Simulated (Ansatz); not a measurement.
# ¹⁴N nuclear quadrupole resonance in Si₃N₄ under strain

Cell: a structure deposited in the COD, relaxed with PBE at fixed cell and then changed (z compressed by 1 %, ions relaxed).

```xyz
14
Lattice="-3.2374 3.2374 3.2050 3.2374 -3.2374 3.2050 3.2374 3.2374 -3.2050" Properties=species:S:1:pos:R:3 pbc="T T T"
Si    2.4253    3.2374   -1.6025
Si   -1.6187    2.4307    3.2050
Si    0.8121    3.2374    1.6025
Si    1.6187    0.8066    3.2050
Si    3.2374   -1.6187    2.4037
Si    3.2373    1.6187    0.8012
N     1.8160    1.8198    1.7964
N     0.2011   -0.1973    3.0110
N     1.4214    4.6549   -1.4085
N     3.0363    0.1973   -0.1939
N    -1.4214    1.4176    4.6135
N     0.2011    0.1973    0.1939
N     4.6587   -1.4176    1.4085
N    -0.2011    3.0400    0.1939
```

Atoms are numbered from 1 in the order listed; like atoms form one site, named after its first atom.

Computed with Ansatz: DFT, PBE, plane waves and PAW, scalar-relativistic, 420 eV cutoff, Γ-centred 6×6×6 k-points, Fermi–Dirac smearing 0.02 eV.

¹⁴N: I = 1, Q = 20.44 mb (year-2017 value). Static lattice, zero field.

Q: Predict the zero-field ¹⁴N lines of each site.

A: For I = 1 the lines are ν± = (3/4)|C_Q|(1 ± η/3) and ν₀ = |C_Q|η/2.

| site | atoms | V_zz (10²¹ V/m²) | C_Q (MHz) | η | line frequencies (MHz) |
| --- | --- | --- | --- | --- | --- |
| N | 7, 8, 9, 10, 11, 12, … | -5.68 | -2.81 | 0.03 | 0.0365, 2.09, 2.12 |

At N V_zz stands upright on the plane through its three neighbours (within 1°).
